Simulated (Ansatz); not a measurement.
# From formation energies to a reaction energy: WSe3

Computed with DFT PBE, scalar-relativistic, plane waves, PAW (Ansatz 0.2.0). All cells share a 420 eV cutoff and Γ-centred k meshes spaced at most about 0.3 Å⁻¹ (about 0.25 or finer for metals, 2π included). No spin polarisation.

Formation energies are uncorrected and refer to the elements' standard structures at the same level.

Temperature and zero-point effects are left out. Weakly bound directions are ill-defined at this level, which has no dispersion term (WSe3 P4/nmm, WSe2 P6_3/mmc). Spin–orbit coupling, which can matter for W, is left out. The reference form of Se is held partly by dispersion forces, which this level lacks.

A trial structure of WSe3 (reached from: WO3 type (P4/nmm); relaxed: space group P4/nmm (No. 129), a = 6.703 Å, c = 6.763 Å) has a formation energy of 0.140 eV/atom. At its composition the lowest mixture among the elements and 2 reference phases computed alike (others may be missing) consists of these:

```
          phase             source  ΔE_f (eV/atom)
     Se (solid)            element           0.000
WSe2 (P6_3/mmc)  Materials Project          -0.561
```

Task: Write the balanced decomposition and find its energy per atom, per formula unit and per mole of formula units.

Result: Balancing W and Se gives WSe3 → Se + WSe2. The left side holds 4 atoms, and the products take 1/4 (Se) and 3/4 (WSe2) of them. The mixture therefore lies at 1/4 × (0.000) + 3/4 × (-0.561) = -0.421 eV/atom. The reaction energy is -0.421 − (0.140) = -0.561 eV/atom. Times 4 atoms that is -2.244 eV per WSe3, and times 96.485 it is -217 kJ per mole of WSe3. Decomposition is downhill, so the trial structure is unstable against this mixture.
